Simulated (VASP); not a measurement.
## Band-edge properties of BP (F-43m)

Aim: the gap of BP, the masses at its band edges and their response to strain. The start is a cell from a database of measured crystal structures.

Method: LDA; plane waves and PAW (B, P), in the first sound run; inputs show where later runs differ, in VASP 6.6.1.

## Step 1: The structure

The structure is cubic, space group F-43m (No. 216). Conventional cell: a = 4.538 Å, b = 4.538 Å, c = 4.538 Å, α = 90.00°, β = 90.00°, γ = 90.00°. B has 4 P at 1.97 Å nearest. P has 4 B at 1.97 Å nearest. Farther neighbours are not listed.

Structure file:

```
B P
1.0
     0.00000    2.26900    2.26900
     2.26900    0.00000    2.26900
     2.26900    2.26900    0.00000
B P
1 1
Direct
  0.00000 0.00000 0.00000
  0.25000 0.25000 0.25000
```

## Step 2: Relaxation of the atoms

The cell is kept as given; the atoms are relaxed first, so that no residual force shifts the band edges.

File INCAR:

```
SYSTEM = BP
PREC = Accurate
ENCUT = 420
EDIFF = 1E-06
NELM = 100
ISMEAR = 0
SIGMA = 0.02
LREAL = .FALSE.
ALGO = Normal
GGA = CA
NBANDS = 10
LORBIT = 11
LWAVE = .FALSE.
LCHARG = .FALSE.
KPAR = 4
IBRION = 2
NSW = 40
ISIF = 2
EDIFFG = -0.005
```

File POSCAR:

```
BP
1.0
    0.0000000000      2.2690000000      2.2690000000
    2.2690000000      0.0000000000      2.2690000000
    2.2690000000      2.2690000000      0.0000000000
B P
1 1
Direct
    0.0000000000      0.0000000000      0.0000000000
    0.2500000000      0.2500000000      0.2500000000
```

File KPOINTS:

```
Automatic mesh
0
Gamma
10 10 10
0 0 0
```

PAW data sets: B and P (LDA family, release 64).

The run is started by

```console
$ mpirun -np 4 vasp_std
```

What it wrote:

```text
[banner, memory and clock lines left out]
running    4 mpi-ranks, on    1 nodes
 distrk:  each k-point on    1 cores,    4 groups
 distr:  one band on    1 cores,    1 groups

 POSCAR found type information on POSCAR B P
 POSCAR found :  2 types and       2 ions
 LDA part: xc-table for (Slater(with rela. corr.)+CA(PZ))
 , standard interpolation
 POSCAR, INCAR and KPOINTS ok, starting setup
 FFT: planning ... GRIDC
 FFT: planning ... GRID_SOFT
 FFT: planning ... GRID
 WAVECAR not read
 entering main loop
       N       E                     dE             d eps       ncg     rms          rms(c)
DAV:   1     0.535862884572E+01    0.53586E+01   -0.35328E+03   940   0.606E+02
DAV:   2    -0.147421518706E+02   -0.20101E+02   -0.19034E+02  1362   0.102E+02
DAV:   3    -0.152096493567E+02   -0.46750E+00   -0.46671E+00  1164   0.147E+01
DAV:   4    -0.152114641647E+02   -0.18148E-02   -0.18146E-02  1212   0.102E+00
DAV:   5    -0.152114716929E+02   -0.75282E-05   -0.75281E-05  1134   0.559E-02    0.734E+00
DAV:   6    -0.145113283170E+02    0.70014E+00   -0.16757E+00  1050   0.592E+00    0.389E+00
DAV:   7    -0.143993923254E+02    0.11194E+00   -0.25782E-01  1200   0.271E+00    0.127E+00
DAV:   8    -0.143866015414E+02    0.12791E-01   -0.33841E-02  1104   0.100E+00    0.230E-01
DAV:   9    -0.143866269483E+02   -0.25407E-04   -0.73333E-04  1072   0.200E-01    0.150E-01
DAV:  10    -0.143866238060E+02    0.31423E-05   -0.14578E-04  1068   0.711E-02    0.339E-02
DAV:  11    -0.143866258444E+02   -0.20385E-05   -0.49255E-06  1172   0.128E-02    0.358E-02
DAV:  12    -0.143866254727E+02    0.37172E-06   -0.19350E-06   606   0.624E-03
   1 F= -.14386625E+02 E0= -.14386625E+02  d E =-.143866E+02
 curvature:   0.00 expect dE= 0.000E+00 dE for cont linesearch  0.000E+00
 trial: gam= 0.00000 g(F)=  0.754E-48 g(S)=  0.000E+00 ort = 0.000E+00 (trialstep = 0.100E+01)
 search vector abs. value=  0.100E-09
 reached required accuracy - stopping structural energy minimisation
```

The job ended after 1.6 s (4 MPI ranks of Intel Xeon 6975P-C (Granite Rapids), shared host; peak memory 0.44 GiB; 3.8 s of CPU time).

The logs omit lines about the potential files and the build; timing stands in the text.

From OUTCAR (step 2):

```text
ion  position               nearest neighbor table
   1  0.000  0.000  0.000-   2 1.97   2 1.97   2 1.97   2 1.97
   2  0.250  0.250  0.250-   1 1.97   1 1.97   1 1.97   1 1.97

  LATTYP: Found a face centered cubic cell.
 ALAT       =     4.5380000000

 Subroutine GETGRP returns: Found 24 space group operations
 (whereof 24 operations were pure point group operations)

The static configuration has the point symmetry T_d .

 Found     47 irreducible k-points:

   k-points           NKPTS =     47   k-points in BZ     NKDIM =     47   number of bands    NBANDS=     10

   dimension x,y,z NGX =    24 NGY =   24 NGZ =   24
   dimension x,y,z NGXF=    48 NGYF=   48 NGZF=   48

   ENCUT  =  420.0 eV  30.87 Ry    5.56 a.u.   5.36  5.36  5.36*2*pi/ulx,y,z

   NELECT =       8.0000    total number of electrons

 k-points in reciprocal lattice and weights: Automatic mesh
   0.00000000  0.00000000  0.00000000       0.001
   0.10000000  0.00000000  0.00000000       0.008
   0.20000000  0.00000000  0.00000000       0.008
   0.30000000  0.00000000  0.00000000       0.008
   0.40000000  0.00000000  0.00000000       0.008
   0.50000000  0.00000000  0.00000000       0.004
   0.10000000  0.10000000  0.00000000       0.006
   0.20000000  0.10000000  0.00000000       0.024
   0.30000000  0.10000000  0.00000000       0.024
[...]
-0.30000000  0.40000000  0.20000000       0.024
  -0.30000000  0.50000000  0.20000000       0.012

 average (electrostatic) potential at core
       1 -30.0032       2 -82.2679

 E-fermi :   7.5168

 k-point     1 :       0.0000    0.0000    0.0000
  band No.  band energies     occupation
      1      -7.9839      2.00000
      2       7.4064      2.00000
      3       7.4064      2.00000
      4       7.4064      2.00000
      5      10.7847      0.00000
      6      10.7847      0.00000
      7      10.7847      0.00000
      8      14.7752      0.00000
      9      18.6629      0.00000
    ...

 k-point     2 :       0.1000    0.0000    0.0000
  band No.  band energies     occupation
      1      -7.8040      2.00000
      2       6.1146      2.00000
      3       7.1128      2.00000
      4       7.1128      2.00000
      5      11.1907      0.00000
      6      11.1907      0.00000
      7      11.2117      0.00000
      8      15.2823      0.00000
      9      18.8692      0.00000
    ...

 k-point     3 :       0.2000    0.0000    0.0000
  band No.  band energies     occupation
      1      -7.2709      2.00000
      2       3.7837      2.00000
      3       6.5563      2.00000
      4       6.5563      2.00000
      5      11.4139      0.00000
      6      11.9057      0.00000
      7      11.9057      0.00000
      8      16.3947      0.00000
      9      18.2448      0.00000
    ...

  Total       -0.7702247     -0.7702247     -0.7702247     -0.0000000     -0.0000000      0.0000000
  in kB      -52.8195322    -52.8195322    -52.8195322     -0.0000000     -0.0000000      0.0000000
  external PRESSURE =     -52.8195322 kB  Pullay stress =       0.0000000 kB

  energy-cutoff  :      420.00
  volume of cell :       23.36
      direct lattice vectors                 reciprocal lattice vectors
     0.000000000  2.269000000  2.269000000    -0.220361393  0.220361393  0.220361393
     2.269000000  0.000000000  2.269000000     0.220361393 -0.220361393  0.220361393
     2.269000000  2.269000000  0.000000000     0.220361393  0.220361393 -0.220361393

 POSITION                                       TOTAL-FORCE (eV/Angst)
 -----------------------------------------------------------------------------------
      0.00000      0.00000      0.00000         0.000000      0.000000     -0.000000
      1.13450      1.13450      1.13450        -0.000000     -0.000000      0.000000
 -----------------------------------------------------------------------------------
    total drift:                                0.000000      0.000000      0.000000

  FREE ENERGIE OF THE ION-ELECTRON SYSTEM (eV)
  ---------------------------------------------------
  free  energy   TOTEN  =       -14.3866254727 eV

  energy  without entropy=      -14.3866254727  energy(sigma->0) =      -14.38662547

 reached required accuracy - stopping structural energy minimisation

 total charge
# of ion       s       p       d       tot
------------------------------------------
    1        0.661   1.280   0.000   1.941
    2        0.994   1.581   0.000   2.575
--------------------------------------------------
tot          1.655   2.861   0.000   4.516

[... 3 further parts left out ...]
```

The gap is read on the k-mesh alone, so it is an upper bound where the band edges lie off the mesh. The run keeps the 24 symmetry operations of its start, so it cannot find a distortion of lower symmetry.

The forces vanish from the start, and no atom moves.

Numbers from this step:

```
SCF cycles                     : 12
electrons                      : 8
bands                          : 10
irreducible k-points           : 47
symmetry operations            : 24
free energy (TOTEN)            : -14.39 eV
Fermi energy                   : 7.517 eV
pressure                       : -5.282 GPa
metallic                       : no
valence top at k               : 0, 0, 0
conduction bottom at k         : 0.4, 0.4, 0
least direct gap at k          : 0, 0, 0
gap on the k-mesh              : 1.188 eV
least direct gap on the k-mesh : 3.378 eV
```

## Step 3: Bands on a dense mesh

A dense even mesh and a path are solved together, since either alone can miss a band edge.

INCAR, as its differences from that of step 2:

```diff
@@ -10,3 +10,3 @@
 GGA = CA
-NBANDS = 10
+NBANDS = 16
 LORBIT = 11
@@ -15,5 +15,2 @@
 KPAR = 4
-IBRION = 2
-NSW = 40
 ISIF = 2
-EDIFFG = -0.005
```

POSCAR is that of step 2.

File KPOINTS:

```
Automatic mesh
0
Gamma
16 16 16
0 0 0
```

File KPOINTS_OPT:

```
Line mode
24
Line-mode
Reciprocal
  0.00000000   0.00000000   0.00000000 GAMMA
  0.50000000   0.00000000   0.50000000 X

  0.50000000   0.00000000   0.50000000 X
  0.50000000   0.25000000   0.75000000 W

  0.50000000   0.25000000   0.75000000 W
  0.37500000   0.37500000   0.75000000 K

  0.37500000   0.37500000   0.75000000 K
  0.00000000   0.00000000   0.00000000 GAMMA

  0.00000000   0.00000000   0.00000000 GAMMA
  0.50000000   0.50000000   0.50000000 L

  0.50000000   0.50000000   0.50000000 L
  0.62500000   0.25000000   0.62500000 U

  0.62500000   0.25000000   0.62500000 U
  0.50000000   0.25000000   0.75000000 W

  0.50000000   0.25000000   0.75000000 W
  0.50000000   0.50000000   0.50000000 L

  0.50000000   0.50000000   0.50000000 L
  0.37500000   0.37500000   0.75000000 K

  0.62500000   0.25000000   0.62500000 U
  0.50000000   0.00000000   0.50000000 X
```

The run is started by

```console
$ mpirun -np 4 vasp_std
```

What it wrote:

```text
[... set-up lines as in an earlier step ...]
 entering main loop
       N       E                     dE             d eps       ncg     rms          rms(c)
DAV:   1     0.537843087815E+01    0.53784E+01   -0.32786E+03  4664   0.378E+02
DAV:   2    -0.147695747985E+02   -0.20148E+02   -0.19406E+02  6296   0.851E+01
DAV:   3    -0.152106811159E+02   -0.44111E+00   -0.44068E+00  5568   0.101E+01
DAV:   4    -0.152116132944E+02   -0.93218E-03   -0.93216E-03  6104   0.584E-01
DAV:   5    -0.152116160546E+02   -0.27603E-05   -0.27602E-05  5528   0.305E-02    0.734E+00
DAV:   6    -0.145125263199E+02    0.69909E+00   -0.14072E+00  6008   0.370E+00    0.374E+00
DAV:   7    -0.143993495715E+02    0.11318E+00   -0.20907E-01  6016   0.170E+00    0.135E+00
DAV:   8    -0.143869016199E+02    0.12448E-01   -0.22921E-02  6200   0.643E-01    0.217E-01
DAV:   9    -0.143869582254E+02   -0.56605E-04   -0.85960E-04  5160   0.146E-01    0.101E-01
DAV:  10    -0.143869430120E+02    0.15213E-04   -0.85625E-05  6144   0.405E-02    0.214E-02
DAV:  11    -0.143869426247E+02    0.38727E-06   -0.13311E-06  5248   0.644E-03
   1 F= -.14386943E+02 E0= -.14386943E+02  d E =-.541895E-56
 Start KPOINTS_OPT (optional k-point list driver)
k-point batch [1-145\240]
       N       E                     dE             ncg
DAV:   1     0.432420267591E+04   -0.30132E+05     4640
DAV:   2     0.142006046969E+04   -0.29041E+04     6264
DAV:   3     0.135177954154E+04   -0.68281E+02     5640
DAV:   4     0.135163675680E+04   -0.14278E+00     6104
DAV:   5     0.135163633505E+04   -0.42175E-03     5656
DAV:   6     0.135163633344E+04   -0.16123E-05     5472
DAV:   7     0.135163633339E+04   -0.53526E-07     4608
k-point batch [146-240\240]
       N       E                     dE             ncg
DAV:   1     0.135872407187E+05   -0.27890E+05     3048
DAV:   2     0.116935439184E+05   -0.18937E+04     4088
DAV:   3     0.116543534322E+05   -0.39190E+02     3976
DAV:   4     0.116542710444E+05   -0.82388E-01     3880
DAV:   5     0.116542708047E+05   -0.23967E-03     3912
DAV:   6     0.116542708038E+05   -0.92988E-06     3616
```

The job ended after 6.6 s (4 MPI ranks; peak memory 0.61 GiB).

OUTCAR, selected parts (step 3):

```text
The static configuration has the point symmetry T_d .

 Found    145 irreducible k-points:

   k-points           NKPTS =    145   k-points in BZ     NKDIM =    145   number of bands    NBANDS=     16

   NELECT =       8.0000    total number of electrons

 E-fermi :   7.6229

 k-point     1 :       0.0000    0.0000    0.0000
  band No.  band energies     occupation
      1      -7.9843      2.00000
      2       7.4058      2.00000
      3       7.4058      2.00000
      4       7.4058      2.00000
      5      10.7843      0.00000
      6      10.7843      0.00000
      7      10.7843      0.00000
      8      14.7746      0.00000
      9      18.6623      0.00000
    ...

 k-point     2 :       0.0625    0.0000    0.0000
  band No.  band energies     occupation
      1      -7.9139      2.00000
      2       6.8303      2.00000
      3       7.2803      2.00000
      4       7.2803      2.00000
      5      10.9573      0.00000
      6      10.9573      0.00000
      7      11.0142      0.00000
      8      14.9796      0.00000
      9      18.8946      0.00000
    ...

  Total       -0.7689713     -0.7689713     -0.7689713      0.0000000      0.0000000      0.0000000
  in kB      -52.7335802    -52.7335802    -52.7335802      0.0000000      0.0000000      0.0000000
  external PRESSURE =     -52.7335802 kB  Pullay stress =       0.0000000 kB

 POSITION                                       TOTAL-FORCE (eV/Angst)
 -----------------------------------------------------------------------------------
      0.00000      0.00000      0.00000        -0.000000     -0.000000     -0.000000
      1.13450      1.13450      1.13450         0.000000      0.000000      0.000000
 -----------------------------------------------------------------------------------
    total drift:                                0.000000      0.000000      0.000000

  FREE ENERGIE OF THE ION-ELECTRON SYSTEM (eV)
  ---------------------------------------------------
  free  energy   TOTEN  =       -14.3869426247 eV

  energy  without entropy=      -14.3869426247  energy(sigma->0) =      -14.38694262

[... 7 parts as in an earlier step ...]

[... 6 further parts left out ...]
```

This step gave:

```
SCF cycles                        : 11
bands                             : 16
irreducible k-points              : 145
Fermi energy                      : 7.623 eV
pressure                          : -5.273 GPa
least gap on mesh and path        : 1.184 eV
least direct gap on mesh and path : 3.378 eV
conduction bottom at k            : 0.4130, 0, 0.4130
```

The electronic bands at the labelled points (eV, zero at the valence-band top; v1 is the highest filled band, c1 the lowest empty one):

| point | v3 | v2 | v1 | c1 | c2 | c3 | c4 |
| --- | --- | --- | --- | --- | --- | --- | --- |
| Γ | 0.00 | 0.00 | 0.00 | 3.38 | 3.38 | 3.38 | 7.37 |
| 0.48 of the way | -3.40 | -2.61 | -2.61 | 1.84 | 5.13 | 7.42 | 7.42 |
| X | -8.49 | -4.11 | -4.11 | 1.30 | 1.55 | 12.00 | 12.00 |
| 0.52 of the way | -8.24 | -4.98 | -4.92 | 2.96 | 3.41 | 10.03 | 10.76 |
| W | -7.94 | -5.69 | -5.49 | 5.25 | 6.67 | 7.17 | 7.46 |
| 0.52 of the way | -8.00 | -6.10 | -4.36 | 3.37 | 6.02 | 8.55 | 9.28 |
| K | -8.06 | -6.25 | -3.49 | 2.08 | 5.92 | 9.66 | 10.56 |
| 0.52 of the way | -4.64 | -3.67 | -0.98 | 4.56 | 4.91 | 5.94 | 8.21 |
| Γ | 0.00 | 0.00 | 0.00 | 3.38 | 3.38 | 3.38 | 7.37 |
| 0.48 of the way | -4.56 | -1.06 | -1.06 | 3.99 | 4.69 | 4.69 | 9.39 |
| L | -9.01 | -1.75 | -1.75 | 3.78 | 4.68 | 4.68 | 9.92 |
| 0.48 of the way | -8.59 | -4.03 | -2.49 | 3.29 | 6.40 | 6.53 | 9.73 |
| U | -8.06 | -6.25 | -3.49 | 2.08 | 5.92 | 9.66 | 10.56 |
| 0.48 of the way | -8.00 | -6.10 | -4.36 | 3.37 | 6.02 | 8.55 | 9.28 |
| W | -7.94 | -5.69 | -5.49 | 5.25 | 6.67 | 7.17 | 7.46 |
| 0.48 of the way | -8.36 | -4.65 | -3.22 | 4.14 | 5.23 | 8.48 | 9.59 |
| L | -9.01 | -1.75 | -1.75 | 3.78 | 4.68 | 4.68 | 9.92 |
| 0.48 of the way | -8.59 | -4.03 | -2.49 | 3.29 | 6.40 | 6.53 | 9.73 |
| K | -8.06 | -6.25 | -3.49 | 2.08 | 5.92 | 9.66 | 10.56 |
| jump to U | -8.06 | -6.25 | -3.49 | 2.08 | 5.92 | 9.66 | 10.56 |
| 0.52 of the way | -8.38 | -5.00 | -3.96 | 1.56 | 2.82 | 11.32 | 11.60 |
| X | -8.49 | -4.11 | -4.11 | 1.30 | 1.55 | 12.00 | 12.00 |

Of the projections kept (B, P), the largest for each band there; the rest of the weight can lie on other orbitals:

| point | v3 | v2 | v1 | c1 | c2 | c3 | c4 |
| --- | --- | --- | --- | --- | --- | --- | --- |
| Γ | B 0.56 | B 0.56 | B 0.56 | P 0.66 | P 0.66 | P 0.66 | B 0.54 |
| X | B 0.60 | P 0.54 | P 0.54 | B 0.77 | P 0.61 | B 0.63 | B 0.63 |
| W | B 0.66 | P 0.63 | B 0.51 | B 1.00 | P 1.00 | B 0.68 | P 0.58 |
| K | B 0.62 | P 0.57 | P 0.54 | B 0.60 | B 0.59 | B 0.57 | B 0.54 |
| Γ | B 0.56 | B 0.56 | B 0.56 | P 0.66 | P 0.66 | P 0.66 | B 0.54 |
| L | B 0.51 | P 0.51 | P 0.51 | B 0.54 | P 0.55 | P 0.55 | B 0.84 |

The electronic bands as a text plot (rows in eV, shown from -8.0 to 6.5 only):

```
    6.2 |   +         +++   ++              +  +++ +
    5.5 |  +         +        +            +        +     +
    4.9 |            ++      + +      +++++       ++ +++++    +
    4.3 | +  +      +        ++++    +           +  ++
    3.7 |+          +  +    +  +++ +++++++++          +++++
    3.1 |++   +            +     ++         +   +          +
    2.5 |  +   +   +    +++                  ++             +  +
    1.9 |   ++  + +                            +             ++ +
    1.3 |     +++++                                            ++
    0.7 |
    0.1 |*                      ****
   -0.5 | *                    * * **
   -1.1 |                    ** *    **
   -1.7 |  *                *   *   *  ****            ***
   -2.3 |   *              *   *           **         ** **
   -2.9 |    *            *    *           * *       *    ***
   -3.5 |     **        **    *      *        **      *      **
   -4.1 |    *  ***          **             *   *   **         **
   -4.7 |          *   *                         * *       *
   -5.3 |     *     ***     **        *      *    * *          *
   -5.9 |            ***   *                  * ****        * *
   -6.5 |      *        *** *          *       *             *
   -7.1 |                  *
   -7.7 |       *    *** **             *        ***
         Γ       X    W  K        Γ      L     U  W     L   K|U X
```

At this level the gap is 1.18 eV. At -5.3 GPa the cell is away from the equilibrium volume of this level: left free, it would shrink.

(Part 1 of 8 ends here.)

[Lines on the potential files, build, host, timing and source positions are cut from VASP's logs without a mark.]

[Logs are printed without paths, hosts, clocks, repeated set-up lines and the standing remarks that a program may print on its own settings, such as how far it seeks lower states.]

[Hosts, paths, dates, database ids (printed as entryN), source tags and the programs' standing remarks are cut or masked in the printed files.]

[In band tables of VASP the shares of atoms and orbitals are scaled to a sum of 1 inside the atoms' spheres.]

[Gaps and slopes under strain along one axis are those of the sampled path and mesh points; where strain splits equal valleys, another of them can be the edge.]
